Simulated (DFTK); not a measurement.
Crystal: HfN.

```
CELL_PARAMETERS angstrom
0.00000 2.25600 2.25600
2.25600 0.00000 2.25600
2.25600 2.25600 0.00000
ATOMIC_POSITIONS crystal
Hf 0.00000 0.00000 0.00000
N 0.50000 0.50000 0.50000
```

Program: DFTK 0.8.2. Alike in all runs: task band structure; potentials or basis SG15 1.2 (PBE); no spin polarisation; cell as given; k mesh 8 × 8 × 8; cutoff (eV) 1225; smearing fermi-dirac 0.05 eV. Hardware: 1 thread of Intel(R) Xeon(R) 6975P-C (Granite Rapids), on a shared host.

Q: Order these runs on this cell by their wall time, lowest first.
A. level PBEsol
B. level BJ06
C. level TPSS

A: A (87 s), B (250 s), C (680 s).

Caveats: the program warned that the kinetic-energy density falls under its von Weizsäcker bound, which can give unphysical results (some runs); the program leaves the constant c of mgga_x_tb09 at 1, so the potential is Becke-Johnson's (BJ06) and not Tran and Blaha's, with levels but no total energy (some runs).

Not every run made on this cell is shown here.
